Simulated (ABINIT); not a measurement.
Runs of ABINIT 10.8.3 (patched build) on Ge. It takes space group I4_1/amd (No. 141, tetragonal). Conventional cell: a = 5.149 Å, b = 5.149 Å, c = 2.795 Å, α = 90.00°, β = 90.00°, γ = 90.00°. Ge (site symmetry -4m2) has 6 Ge at 2.67 to 2.79 Å as nearest neighbours. This isn't the form of Ge at room conditions, which is diamond.

```tsv
level	potentials or basis	cell	k mesh	cutoff (eV)	smearing	fine-grid cutoff	most SCF steps	mesh quality	gap on the mesh (eV)	pressure (GPa)	largest force (eV/Å)
PBE	JTH PAW PBE v2.0	as given	11 × 11 × 11	599	fermi-dirac 0.05 eV	1197.3 eV	-	not flagged	none	2.7	-
PBE	JTH PAW PBE v2.0	atoms moved at random, drawn with an rms of 0.05 Å	11 × 11 × 11	599	fermi-dirac 0.05 eV	1197.3 eV	-	not flagged	none	2.8	0.20
HSE06	PseudoDojo NC SR PBE v0.4.1 standard	as given	3 × 3 × 3	952	fixed	-	60	coarse	none	-	-
HSE06	SPMS NC PBE v1.0	as given	3 × 3 × 3	707	fixed	-	60	coarse	none	(a)	-
PBEsol	PseudoDojo NC SR PBEsol v0.4.1 standard	atoms moved at random, drawn with an rms of 0.05 Å	11 × 11 × 11	1061	fermi-dirac 0.05 eV	-	-	not flagged	none	-0.5	0.19
PBE0	SPMS NC PBE v1.0	as given	3 × 3 × 3	707	fixed	-	60	coarse	none	-0.3	-
```

Alike in all rows: task single point; no spin polarisation.

Task: Estimate the missing entries.

Result: (a) -2.3.

Caveats: some runs use coarse meshes; exact exchange is summed on a coarse mesh, which widens gaps by tenths of an eV (some runs); the potentials were made for another functional, which shifts forces and pressure (some runs); Libxc's HSE differs a little from that of other programs (some runs).

A k mesh can miss the band edges, and the runs leave out spin-orbit coupling on Ge.

A gap of «none» marks a metal or a gap under the smearing width.
